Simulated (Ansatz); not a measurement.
**Ta: do energies and stresses tell the same story?**

These are results of Ansatz 0.2.0, DFT PBE, scalar-relativistic, plane waves, PAW, not measurements.

Cutoff 420 eV; k points 18×18×18 on the computed 1-atom cell (Γ-centred); Gaussian smearing, width 0.10 eV; no spin polarisation.

Relaxed cell: Im-3m, a = 3.319 Å, b = 3.319 Å, c = 3.319 Å, α = 90.00°, β = 90.00°, γ = 90.00°, 1 atom in the primitive cell.

Energies at zero smearing and pressures from the stress tensor, at volumes with shape and atoms relaxed:
```
V (Å³/atom) E − E(first) (meV/atom) P (GPa)
     16.084                     0.00    31.91
     16.632                   -92.10    21.98
     17.181                  -152.21    13.47
     17.729                  -185.47     6.25
     18.277                  -195.88     0.00
     18.825                  -186.29    -5.43
     19.374                  -159.26   -10.15
     20.105                  -100.10   -15.46
```

Problem. Check P = −dE/dV between neighbouring volumes, and get the bulk modulus from the pressures alone.

Solution. With 1 eV/Å³ = 160.2 GPa:
```
middle V (Å³/atom)  −ΔE/ΔV (GPa) mean P (GPa)
            16.358        26.911        26.943
            16.906        17.566        17.723
            17.455         9.717         9.858
            18.003         3.041         3.125
            18.551        -2.801        -2.715
            19.100        -7.900        -7.791
            19.739       -12.964       -12.806
```

The two differ by 0.16 GPa at most. The mean of two end pressures misses the average over a step by about ΔV² P″/12, up to 0.14 GPa here; with that taken off 0.11 GPa remains. The stress is the derivative of the free energy, not of the energy at zero smearing, and with free energies 0.03 GPa remains. Around V = 18.277 Å³/atom, the two neighbours give B = −V ΔP/ΔV = 18.277 × 11.68 / 1.097 = 194.7 GPa, against B0 = 194.9 GPa from the Birch–Murnaghan fit of the energies.

Spin–orbit coupling is left out, which can shift energies with elements as heavy as these.